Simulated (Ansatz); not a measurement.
Phase order of V along its cold isotherm

All-electron LAPW in Ansatz 0.2.0 under PBE, scalar-relativistic, energies extrapolated to zero smearing. Each structure type was compressed from its own relaxed volume, symmetry kept and shape relaxed on PAW files, and E(V) was fitted to energies and pressures; H = E + pV has no temperature or zero-point term. Only these types were tried: omega (P6/mmm, 8×8×12 mesh, 13.67 Å³/atom at rest); bcc (Im-3m, 18×18×18 mesh, 13.48 Å³/atom at rest); hcp (P6_3/mmc, 18×18×10 mesh, 13.87 Å³/atom at rest); beta tin (I4_1/amd, 17×17×17 mesh, 14.00 Å³/atom at rest); diamond (Fd-3m, 14×14×14 mesh, 18.68 Å³/atom at rest); sc (Pm-3m, 15×15×15 mesh, 14.73 Å³/atom at rest); simple hexagonal (P6/mmm, 17×17×15 mesh, 14.20 Å³/atom at rest). Spin polarisation is left out. Spin–orbit coupling is left out; Fermi–Dirac smearing is 0.05 to 0.1 eV. Enthalpies carry a few meV/atom of noise from meshes and fits.

Enthalpies against bcc:

```tsv
p (GPa)	omega (meV/atom)	bcc (meV/atom)	hcp (meV/atom)	beta tin (meV/atom)	diamond (meV/atom)	sc (meV/atom)	simple hexagonal (meV/atom)
0	134	0	255	473	2399	858	483
8.2	144	0	273	497	2626	917	518
22	158	0	300	528	2903	994	565
41	174	0	333	558	3169	1071	617
82	202	0	389	597	3535	1181	698
140	239	0	454	630	3874	1287	783
200	280	0	510	658	4159	1381	856
260	323	0	558	688	4427	1471	924
```

Task: What sequence of phases does this give?

Result: Among the types tried, bcc is lowest at zero pressure and stays so up to 270 GPa.
